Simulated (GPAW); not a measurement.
Write an ASE script for GPAW 26.7.0 that does the following.

```
Task                      : band structure
Functional                : M06-L
Potentials or basis       : GPAW PAW data sets (gpaw-data 1.2.1)
Cutoff                    : 600 eV
Basis                     : pw
k mesh                    : 6 × 6 × 6
Occupations               : fermi-dirac, width 0.05 eV
Spin                      : spin-orbit coupling, no magnetisation
Maxiter                   : 150
Band path                 : GXWKGLUWLK,UX
Band points               : 60
spin axis theta (degrees) : 0
spin axis phi (degrees)   : 0
Soc after scf             : second variation without the xc potential
```

SnTe:

```
CELL_PARAMETERS angstrom
0.00000 3.15085 3.15085
3.15085 0.00000 3.15085
3.15085 3.15085 0.00000
ATOMIC_POSITIONS crystal
Te 0.50000 0.50000 0.50000
Sn 0.00000 0.00000 0.00000
```

These files were run (other wordings do the same):

run.py

```python
import numpy as np
from ase.dft.bandgap import bandgap
from ase.io import write
from ase.spacegroup import crystal
from ase.units import GPa
from gpaw import GPAW, PW
from gpaw.spinorbit import soc_eigenstates

# Te 4b
# Sn 4a
atoms = crystal(['Te', 'Sn'],
                basis=[[0.5, 0.0, 0.0],
                       [0.0, 0.0, 0.0]],
                spacegroup=225, setting=1,  # Fm-3m
                cellpar=[6.3017, 6.3017, 6.3017, 90.0, 90.0, 90.0],
                primitive_cell=True)

calc = GPAW(mode=PW(600),
            xc='M06-L',
            kpts={'size': (6, 6, 6), 'gamma': True},
            occupations={'name': 'fermi-dirac', 'width': 0.05},
            nbands=19,
            convergence={'density': 1e-05, 'energy': 1e-05},
            maxiter=150,
            txt='gpaw.txt')
atoms.calc = calc
energy = atoms.get_potential_energy()
forces = atoms.get_forces()
stress = atoms.get_stress()
calc.write('gs.gpw')
write('result.traj', atoms)
print(f'Energy: {energy:.6f} eV')
print('Forces (eV/A):')
print(forces.round(4))
print('Stress (GPa):', (stress / GPa).round(3))
print('Fermi level:', round(calc.get_fermi_level(), 4), 'eV')
print(f'Gap: {bandgap(calc)[0]:.4f} eV, direct: {bandgap(calc, direct=True)[0]:.4f} eV')

path = atoms.cell.bandpath('GXWKGLUWLK,UX', npoints=60, eps=1e-4)
bs_calc = calc.fixed_density(kpts=path, symmetry='off', nbands=32,
                             convergence={'bands': 'CBM+6.0', 'eigenstates': 1e-6}, txt='bands.txt')
bs = bs_calc.band_structure()
bs.write('bs.json')
print(f'Gap on the path: {bandgap(bs_calc)[0]:.4f} eV')

soc = soc_eigenstates(bs_calc, theta=0, phi=0, ignore_xc_potential=True)
np.savetxt('soc_bands.dat', soc.eigenvalues(), fmt='%.4f')
mesh = soc_eigenstates('gs.gpw', theta=0, phi=0, ignore_xc_potential=True)
np.savetxt('soc_mesh.dat', mesh.eigenvalues(), fmt='%.4f')
print('Fermi level with spin-orbit coupling:', round(mesh.fermi_level, 4), 'eV')
```

Potentials or basis: GPAW PAW data sets (gpaw-data 1.2.1), pw.

The run is started by

```bash
$ OMP_NUM_THREADS=1 python run.py
```

Results of the run:

```json
{
 "Pressure": "4.6 GPa",
 "Band gap on the k mesh": "0.24 eV, direct",
 "Band gap along the path": "0.24 eV, direct"
}
```

Caveat: spin-orbit coupling was added after a scalar SCF, so levels and gaps hold it while energy, forces, pressure and moments don't; this program's spin-orbit splittings come out too wide for heavy elements; the PAW data sets were made with another functional, which shifts forces and pressure a little.

Run time: 4.7 min on 1 thread of Arm Neoverse V1 (shared host), peak memory 0.44 GiB.
